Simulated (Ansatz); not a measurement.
## Sampling a charged cell: V_N in AlN (P6_3mc)

Question: how much does the k-point sampling change the (+1/0) level of V_N in AlN (P6_3mc), and what does each choice cost? Model: a cell of 128 host atoms with 1 N taken out.

Main program and level: Ansatz 0.2.0; plane-wave PAW DFT; relaxations with PBEsol, then single points with PBEsol, on supercells at fixed charge in a uniform background.

### Step 1. The starting structure

The cell holds 127 atoms: 64 Al and 63 N. Cell: a = 14.686 Å, b = 14.686 Å, c = 11.753 Å, α = 125.1°, β = 125.1°, γ = 94.5°. It derives from AlN (space group P6_3mc). Nearest the centre at fractional (0.554, 0.637, 0.750): Al102 at 1.89 Å, Al55 at 1.89 Å, Al117 at 1.89 Å, Al51 at 1.90 Å, N112 at 3.07 Å, N124 at 3.07 Å, N109 at 3.07 Å, N32 at 3.07 Å. The cell carries charge +1.

Known beforehand: the electronic dielectric constant, (4.50, 4.50, 4.73), and the static one, (8.20, 8.20, 9.74), computed on the host (DFPT, PBEsol).

The cell's shortest repeat is 11.8 Å.

### Step 2. Relaxing both charge states, PBEsol

The study needs fixed structures, so each charge is relaxed once, at one point at (¼, ¼, ¼), from small random displacements that break the symmetry of the site.

Contents of qp1.relax/input.yaml:

```yaml
crystal:
  lattice:
    - [-4.67041106, 2.69646303, 4.9836768]
    - [4.67041106, -2.69646303, 4.9836768]
    - [1.55680365, 2.69646308, -4.9836768]
  atoms:
    - { symbol: Al, position: [0.416184, 0.08285, 0.0] }
    - { symbol: Al, position: [0.416184, 0.58285, 0.5] }
    - { symbol: Al, position: [0.916184, 0.08285, 0.5] }
    - { symbol: Al, position: [0.916184, 0.58285, 0.0] }
    - { symbol: Al, position: [0.33285, 0.166184, 0.5] }
    - { symbol: Al, position: [0.33285, 0.666184, 0.0] }
    - { symbol: Al, position: [0.83285, 0.166184, 0.0] }
    - { symbol: Al, position: [0.83285, 0.666184, 0.5] }
    - { symbol: "N", position: [0.10715, 0.273816, 0.5] }
    - { symbol: "N", position: [0.10715, 0.773816, 0.0] }
    - { symbol: "N", position: [0.60715, 0.273816, 0.0] }
    - { symbol: "N", position: [0.60715, 0.773816, 0.5] }
    - { symbol: "N", position: [0.023816, 0.35715, 0.0] }
    - { symbol: "N", position: [0.023816, 0.85715, 0.5] }
    - { symbol: "N", position: [0.523816, 0.35715, 0.5] }
    - { symbol: "N", position: [0.523816, 0.85715, 0.0] }
  supercell: [2, 2, 2]
  defects: [{ vacancy: 120 }]
total_charge: 1
basis:
  ecutwfc: 420
  xc_grid: 2
hamiltonian:
  xc: pbesol
  pseudopotentials: { kind: paw, azcp: { folder: soft_1 }, xc_functional: pbe }
kpoints:
  mp_grid: { grid: [1, 1, 1], shift: [0.25, 0.25, 0.25] }
scf:
  occupations: { method: fixed }
  max_iter: 80
output:
  forces: true
  charged_corrections:
    epsilon: [4.5, 4.5, 4.73]
    static_epsilon: [8.2, 8.2, 9.74]
    defect_position: [0.553575, 0.636908, 0.75]
relax:
  f_tol: 0.015
  max_steps: 60
  random_displacement: { amplitude: 0.04, seed: 2998 }
checkpoint:
  write: "../qp1.relax.run"
  compress: false
  write_wavefunctions: true
  write_every: 100000
```

The run is started by

```
ansatz run input.yaml --threads 32 --pin off --max-ram 84787MiB --backend cuda --events-out ev --progress --plain --runs-dir out --max-vram 78GiB
```

Numbers of over 12 decimals in the logs are rounded to 6 here.

The program printed:

```text
[... repeated set-up lines and file paths are left out, and long positions are rounded to six places ...]
Engine: ansatz 0.2.0, aarch64-unknown-linux-gnu
Pseudopotentials: kind: paw
Pseudopotential: Al, paw, valence charge 3, recommended cutoff 420 eV (normal), soft_1/Al.paw.azcp
Pseudopotential: N, paw, valence charge 5, recommended cutoff 420 eV (normal), soft_1/N.paw.azcp
Functional definition: PBEsol
  exchange = pbesol_x
  correlation = pbesol_c
[...]
Crystal: 127 atoms, lattice volume = 1338.931 Å³
Basis set: ecut = 420 eV, 26161 PW (Γ), exchange–correlation on 200×200×160 points (8 copies of the dense FFT grid, shifted against one another)
Bands: 380, of which v1, the nominal top of the filled ones, is band 253 counted from 1 (252 counted from 0)
Symmetry: 1 space group operations
k-points: 1
Non-local potential: Al, projectors of the file, l = 0: 2, l = 1: 2, l = 2: 1
Non-local potential: N, projectors of the file, l = 0: 2, l = 1: 2, l = 2: 1
PAW form: soft (Blöchl's): semilocal exchange-correlation on the pseudo side does not see the compensation charge
PAW frozen core: Al, regenerated for the run's functional, and the local potential with it (the file was generated under x = pbe(κ = 0.804, μ = 0.219515), c = pbe(β = 0.066725))
PAW frozen core: N, regenerated for the run's functional, and the local potential with it (the file was generated under x = pbe(κ = 0.804, μ = 0.219515), c = pbe(β = 0.066725))
PAW one-centre angular grid: Al, 110 points (default); XC on 64 Gauss nodes
PAW one-centre angular grid: N, 110 points (default); XC on 64 Gauss nodes
Initial density: superposition of atomic densities (chi_scale 0.1, normalization cell, long waves kept (reshape's long-wave potential 0.18 eV rms))
Initial wavefunctions: pseudopotential atomic-orbital guess
[...]
Functional: x = pbesol(κ = 0.804, μ = 0.123457), c = pbesol(β = 0.046)
SCF iter   1: F=—  HF=-57694.534871 eV  |Δ(HF+E_count)|=         —  Δρ=1.32e-1  dr2=2.88e2  Hψ=1185
preconditioner: auto → Resta (q_TF=auto, 2.320 Å⁻¹)  ε∞=3.6  [insulator: Δε(μ)=3.803 eV  Ē_g=14.131 eV  n_scr=288 (ndim 8)  ℏωp=22.8 eV  f_vac=0.000  ε∞_Penn≈3.6]
SCF iter   2: F=—  HF=-57610.244557 eV  |Δ(HF+E_count)|=    8.43e1  Δρ=4.50e-2  dr2=1.52e1  Hψ=652
[...]
SCF iter   9: F=-57605.766784 eV  HF=-57605.766785 eV  |Δ(HF+E_count)|=   3.21e-6  Δρ=8.72e-6  dr2=9.41e-7  Hψ=890
SCF 1 converged in 9 iterations: F = -57605.766784 eV  dr2 = 9.41e-7
[...]
relax step   1: F+E_penalty+E_count = -57605.76678398 eV  Δ(F+E_penalty+E_count) = +0.000e0 eV  max|allowed force component| = 1.375e0 eV/Å  Δτ_max = 0.0000 Å  (9 SCF iters, dr2 threshold 5.63e-6 eV, accepted)
[...]
relax step   2: F+E_penalty+E_count = -57607.27107803 eV  Δ(F+E_penalty+E_count) = -1.504e0 eV  max|allowed force component| = 8.154e-1 eV/Å  Δτ_max = 0.0630 Å  (5 SCF iters, dr2 threshold 1.00e-4 eV, accepted)
[...]
relax step   4: F+E_penalty+E_count = -57607.93932271 eV  Δ(F+E_penalty+E_count) = -1.630e-3 eV  max|allowed force component| = 3.348e-2 eV/Å  Δτ_max = 0.0092 Å  (6 SCF iters, accepted)
[...]
relax step   5: F+E_penalty+E_count = -57607.93947025 eV  Δ(F+E_penalty+E_count) = -1.475e-4 eV  max|allowed force component| = 7.769e-3 eV/Å  Δτ_max = 0.0067 Å  (5 SCF iters, accepted)
[...]
NSCF: frozen V_eff on 1 k-points
[...]
SCF converged after 5 iterations
Free energy (F): -57607.939470 eV
Harris-Foulkes:  -57607.939470 eV  (|F-HF|=1.60e-8)
Internal energy: -57607.939470 eV  (E = F + TS)
E sigma→0 (E₀):  -57607.939470 eV
Fermi energy:    7.273487 eV
--- Per-component energies (eV) ---
  E_band       = 876.254917
  E_kinetic    = 9830.303893
  E_local      = -13474.448130  (includes V_loc(G=0)·N_el)
  E_nonlocal   = 2833.240569
  E_hartree    = 4966.162118
  E_xc         = -6199.359226
  E_vxc        = -6724.105439  (∫ρ·V_xc dr)
  E_paw        = -37018.013829  (= ΣΔE_a)
  E_vpaw       = -1521.115209  (= ΣTr[D̂ρ^β])
  E_aug_tail   = 0.052811  (compensation charges beyond the density's cutoff)
  E_ewald      = -18548.872800
  E_core_change = 2.995125  (= ΣΔE_core)
  E_smearing   = -0.000000  (= −TS)
  E_closure    = 0.000000  (closes the sum)
  E_deformation_potential = 17.062512  (in the stress; not in F)
  Σ components = -57607.939470   (vs F -57607.939470, Δ=0.00e0)
--- Forces (eV/Å), atoms counted from 1 ---
  atom   1  Al     0.00095034    -0.00221002     0.00003317
  atom   2  Al    -0.00001320    -0.00060257     0.00022386
  [... 4 atoms left out ...]
  [... 121 more lines of this table ...]
  max |Σ_I F_I| component: 2.40e-5 eV/Å
--- Charged-cell corrections in eV (Makov–Payne, q = +1.000 e, ε = [8.200, 8.200, 9.740]) ---
  F (periodic)     = -57607.939470  (uncorrected; the corrections below are reported, never added to it)
  E_corr1          = +0.216357  (monopole, q²α_M/2ε̄L, of the cell on which ε is isotropic)
  F Makov-Payne    = -57607.723113  (F + E_corr1; no measured alignment; for a localised charge, not one spread in a band: unchecked)
  no potential alignment in this run, which stands beside a crystal: run the host's input off ansatz write-host-input, and read the two finished runs by ansatz place-levels (neither reads a slab, a wire or a sheet, whose cell leaves a vacuum)
--- Band table (eV) ---
  k-point 0: bands = ["-7.9042", "-7.8779", "-7.5409", "-7.5063", "-7.4654", "-7.4276", "-7.1182", "-7.0921", "-6.8950", "-6.8907", [... rest cut ...]
--- Relaxed structure (5 steps of the walk, 5 accepted, 0 SCFs on fresh bases) ---
  F+E_penalty+E_count = -57607.93947025 eV   max|allowed force component| = 7.769e-3 eV/Å
  atoms:
    - { symbol: Al, position: [0.208201, 0.041669, -0.000131] }
    - { symbol: Al, position: [0.207673, 0.290702, 0.248852] }
    [... 4 atoms left out ...]
  [... 121 more lines of this table ...]
```

Wall time 5.4 s (1 × NVIDIA GB200 with 32 threads of Arm Neoverse V2, shared host); peak memory 1.5 GiB; 22 s of CPU time.

The steps of the relaxation:

```csv
step,energy less that of the first step (eV),largest force component (eV/Å)
1,0.0000,1.3751
2,-1.5043,0.8154
3,-2.1709,0.0544
4,-2.1725,0.0335
5,-2.1727,0.0078
```

The atoms that moved most (Å, from the sites as typed, ahead of the random displacement, the mean shift of all atoms taken out):

```csv
atom,dx,dy,dz,length
Al51,0.001,0.000,-0.086,0.086
Al117,-0.036,0.021,0.005,0.042
Al102,0.036,0.020,0.008,0.042
Al55,0.001,-0.041,0.008,0.041
N126,0.010,-0.005,-0.017,0.020
N124,0.000,0.011,-0.014,0.017
N94,-0.001,0.001,0.017,0.017
N112,-0.009,-0.005,-0.013,0.017
```

The atoms nearest to the centre after the run:

```csv
atom,distance (Å)
Al117,1.931
Al55,1.934
Al102,1.938
Al51,1.985
N126,3.053
N94,3.054
N32,3.057
N124,3.058
N109,3.060
N112,3.061
Al114,3.095
N90,3.099
N107,3.102
N12,3.102
N108,3.106
N59,3.107
```

```csv
charge,moment set (μB),steps,largest displacement (Å),time
0,1,9,0.11,11 s
+1,0,5,0.09,5.4 s
```

The relaxation ends 17 meV an atom lower than the displaced start, with a largest force component of 0.0078 eV/Å.

### Step 3. First setting: the zone centre alone

The defect state overlaps with its images and forms a narrow band, so the k-points decide which part of that band enters the energy. A point off the zone centre usually averages it better, but needs complex orbitals and more time.

Contents of qp1.kg/input.yaml:

```yaml
crystal:
  checkpoint: "../qp1.relax.run"
  host: checkpoint
total_charge: 1
basis:
  ecutwfc: 420
  xc_grid: 2
hamiltonian:
  xc: pbesol
  pseudopotentials: { kind: paw, azcp: { folder: soft_1 }, xc_functional: pbe }
kpoints:
  mp_grid: { grid: [1, 1, 1] }
scf:
  occupations: { method: fixed }
  max_iter: 80
output:
  forces: true
  charged_corrections:
    epsilon: [4.5, 4.5, 4.73]
    static_epsilon: [8.2, 8.2, 9.74]
    defect_position: [0.553575, 0.636908, 0.75]
  eigenvalues: true
checkpoint:
  read: "../qp1.relax.run"
  write: "../qp1.kg.run"
  compress: false
  write_wavefunctions: false
  write_every: 100000
```

The program printed:

```text
[...]
crystal.checkpoint: the structure is that of <dir>, a `relax` run, at its step 5: its result, under pbesol at a charge of 1 e; 127 atoms read, 0 with a starting moment; crystal.structure_sha256 for this input is
[...]
device memory: the entry about to start is reckoned to put 4.3 GiB on a device that reports 177.2 GiB free (of which the cap on the GPU budget leaves the run 78.0 GiB)
GPU FFT provider: cuFFT
GPU libraries: cuBLAS 13.8.1, cuFFT 12.4.0, cuSOLVER 12.3.2
GPU matrix products: emulated (plane waves: as basis.precision tells), large ones in fixed point in workspaces of 1.00 GiB
Crystal: 127 atoms, lattice volume = 1338.931 Å³
Basis set: ecut = 420 eV, 26161 PW (Γ), exchange–correlation on 200×200×160 points (8 copies of the dense FFT grid, shifted against one another)
Bands: 380, of which v1, the nominal top of the filled ones, is band 253 counted from 1 (252 counted from 0)
[... 1 set-up line as in the run before ...]
[...]
k-points: 1
[...]
GPU buffer pool allocated for 800000 grid points (all kernels)
GPU transforms: local potential and band sums: pruned to the plane-wave sphere, on 100×100×80
[...]
iter 1 solved again at ethr=5.20e-6 eV; its pass at ethr=3.10e-3 eV (dr2=2.63e-2 eV) is discarded
[...]
SCF iter   7: F=-57606.792225 eV  HF=-57606.792225 eV  |Δ(HF+E_count)|=   1.08e-8  Δρ=1.58e-6  dr2=3.47e-8  Hψ=2587
SCF 1 converged in 7 iterations: F = -57606.792225 eV  dr2 = 3.47e-8
[...]
SCF converged after 7 iterations
Free energy (F): -57606.792225 eV
[...]
Internal energy: -57606.792225 eV  (E = F + TS)
E sigma→0 (E₀):  -57606.792225 eV
Fermi energy:    7.107358 eV
[...]
--- Forces (eV/Å), atoms counted from 1 ---
  atom   1  Al    -0.01803198     0.00578903    -0.01656889
  atom   2  Al    -0.01465797     0.00968512    -0.01642089
  [... 4 atoms left out ...]
  [... 121 more lines of this table ...]
  max |Σ_I F_I| component: 1.64e-5 eV/Å
[...]
F Makov-Payne    = n/a  (the rows are of the electrons' constant alone; ansatz place-levels tells what screens the charge)
[...]
--- Band table (eV) ---
[...]
```

Wall time 1.7 s (1 × NVIDIA GB200 with 32 threads); peak memory 1.2 GiB.

In the SCF lines HF is the Harris–Foulkes energy and dr2 the Hartree energy of the density residual, in eV; the loop may stop once dr2 is under the threshold and the program's other checks hold. Hψ counts applications of the Hamiltonian.

Both charges and the host at this setting go to place-levels, which corrects for the image charge and aligns the potentials.

Contents of levels.kg.yaml:

```yaml
host:
  run: host.kg.run
states: [q0_M1.kg.run, qp1.kg.run]
geometry_from:
  q0_M1.kg.run: q0_M1.relax.run
  qp1.kg.run: qp1.relax.run
  host.kg.run: host.relax.run
chemical_potentials:
  "N":
    energy: -378.476431
    dataset: "<sha256 of the dataset>"
```

The run is started by

```
ansatz place-levels levels.kg.yaml -- --threads 32 --pin off --max-ram 84787MiB
```

The program printed:

```text
(+1/0) 3.370 eV above the valence edge, 0.721 eV under the conduction edge
formation energy of charge +1: +2.466 eV with the Fermi level at the valence edge
formation energy of charge 0: +5.836 eV with the Fermi level at the valence edge
  edges by pbesol, gap 4.091 eV; the host is sampled to repeats of 11.75 Å
  the defect's cells are sampled to repeats of 11.75 Å, like sampling
  charge +1: -57606.6447 eV with its correction of +0.148 eV, at epsilon [8.2, 8.2, 9.74], aligned at sites: -0.0688 eV, mean over 48 atomic sites at or beyond 5.88 Å from the defect at [0.5536, 0.6369, 0.7500], with +0.000975 for the charge's moments and [...]
  charge 0: +0.000 eV for its dipole among its images, +0.000 omitted
  of states[1] (qp1.kg.run): how wide its charge is, is not read beside other atoms or cores, and a band state would take no correction. [...]
  of states[0] (q0_M1.kg.run): its only k-point is the zone centre, where a defect's energies can be off by tenths of an eV or more: see "From the zone centre to a mesh" in the quickstart
```

Wall time 0.16 s (32 threads).

At this setting the gap is 4.091 eV and (+1/0) lies 3.370 eV above the valence top.

### Step 4. The other settings

In the defect's inputs only the studied keys change. One input of each further setting:

qp1.kq/input.yaml, as its differences from qp1.kg/input.yaml of step 3:

```diff
@@ -11,3 +11,3 @@
 kpoints:
-  mp_grid: { grid: [1, 1, 1] }
+  mp_grid: { grid: [1, 1, 1], shift: [0.25, 0.25, 0.25] }
 scf:
@@ -24,3 +24,3 @@
   read: "../qp1.relax.run"
-  write: "../qp1.kg.run"
+  write: "../qp1.kq.run"
   compress: false
```

qp1.km0/input.yaml, as its differences from qp1.kq/input.yaml of step 4:

```diff
@@ -11,3 +11,3 @@
 kpoints:
-  mp_grid: { grid: [1, 1, 1], shift: [0.25, 0.25, 0.25] }
+  mp_grid: { grid: [2, 2, 2] }
 scf:
@@ -24,3 +24,3 @@
   read: "../qp1.relax.run"
-  write: "../qp1.kq.run"
+  write: "../qp1.km0.run"
   compress: false
```

qp1.kms/input.yaml, as its differences from qp1.km0/input.yaml of step 4:

```diff
@@ -11,3 +11,3 @@
 kpoints:
-  mp_grid: { grid: [2, 2, 2] }
+  mp_grid: { grid: [2, 2, 2], shift: [0.5, 0.5, 0.5] }
 scf:
@@ -24,3 +24,3 @@
   read: "../qp1.relax.run"
-  write: "../qp1.km0.run"
+  write: "../qp1.kms.run"
   compress: false
```

qp1.km3/input.yaml, as its differences from qp1.kms/input.yaml of step 4:

```diff
@@ -11,3 +11,3 @@
 kpoints:
-  mp_grid: { grid: [2, 2, 2], shift: [0.5, 0.5, 0.5] }
+  mp_grid: { grid: [3, 3, 3] }
 scf:
@@ -24,3 +24,3 @@
   read: "../qp1.relax.run"
-  write: "../qp1.kms.run"
+  write: "../qp1.km3.run"
   compress: false
```

qp1.km4/input.yaml, as its differences from qp1.km3/input.yaml of step 4:

```diff
@@ -11,3 +11,3 @@
 kpoints:
-  mp_grid: { grid: [3, 3, 3] }
+  mp_grid: { grid: [4, 4, 4], shift: [0.5, 0.5, 0.5] }
 scf:
@@ -24,3 +24,3 @@
   read: "../qp1.relax.run"
-  write: "../qp1.km3.run"
+  write: "../qp1.km4.run"
   compress: false
```

### Step 5. Result against cost

Times of the states on 1 × NVIDIA GB200 with 32 threads of Arm Neoverse V2, shared host; the host is run again at each setting:

```csv
k-point sampling,gap (eV),(+1/0) above the valence top (eV),under the conduction bottom (eV),level less that at a 4×4×4 shifted mesh (meV),"time, both charge states","time, host and placing",peak memory of a state (GiB)
the zone centre alone,4.091,3.370,0.721,48,3.8 s,2.2 s,1.6
"one point at (¼, ¼, ¼) *",4.098,3.260,0.839,-62,3.6 s,2.3 s,1.7
a 2×2×2 Γ-centred mesh,4.097,3.320,0.776,-1,7.6 s,2.2 s,1.7
a 2×2×2 shifted mesh,4.097,3.320,0.776,-1,6.2 s,3.1 s,1.8
a 3×3×3 Γ-centred mesh,4.097,3.321,0.775,0,15 s,3.6 s,2.0
a 4×4×4 shifted mesh,4.097,3.321,0.775,0,30 s,3.4 s,2.4
```

* started from the relaxation's converged state in the same settings, so its time is no fair cost.

### Step 6. What came out

```yaml
plus_1_over_0_level_the_zone_centre_alone: 3.37 eV
plus_1_over_0_level_one_point_at: 3.26 eV
plus_1_over_0_level_a_2x2x2_gamma_centred_mesh: 3.32 eV
plus_1_over_0_level_a_2x2x2_shifted_mesh: 3.32 eV
plus_1_over_0_level_a_3x3x3_gamma_centred_mesh: 3.32 eV
plus_1_over_0_level_a_4x4x4_shifted_mesh: 3.32 eV
```

Over the settings in the table the level spans 0.110 eV; a 2×2×2 Γ-centred mesh, a 2×2×2 shifted mesh and a 3×3×3 Γ-centred mesh lie within 0.02 eV of the reference (a 4×4×4 shifted mesh, 3.32 eV). The largest miss of the level above the valence top is 62 meV, with one point at (¼, ¼, ¼). Here the quarter point misses by more than the zone centre, against the usual rule. Only the charges 0 and +1 were run, each from one start, so (+1/0) need not be a change between stable states. Keep in mind: PBEsol makes the gap too small and tends to spread out bound carriers.

[Logs are printed without paths, hosts, clocks, repeated set-up lines and the standing remarks that a program may print on its own settings, such as how far it seeks lower states.]

[Hosts, paths, dates, database ids (printed as entryN), source tags and the programs' standing remarks are cut or masked in the printed files.]

[Where a table of states has a column of steps, it counts the stored structures, which are thinned; the runs took as many ionic steps or more.]

[For some hosts the program warned that the k-mesh of the response run may be too coarse for force constants and the static dielectric constant; such warnings are not shown here.]
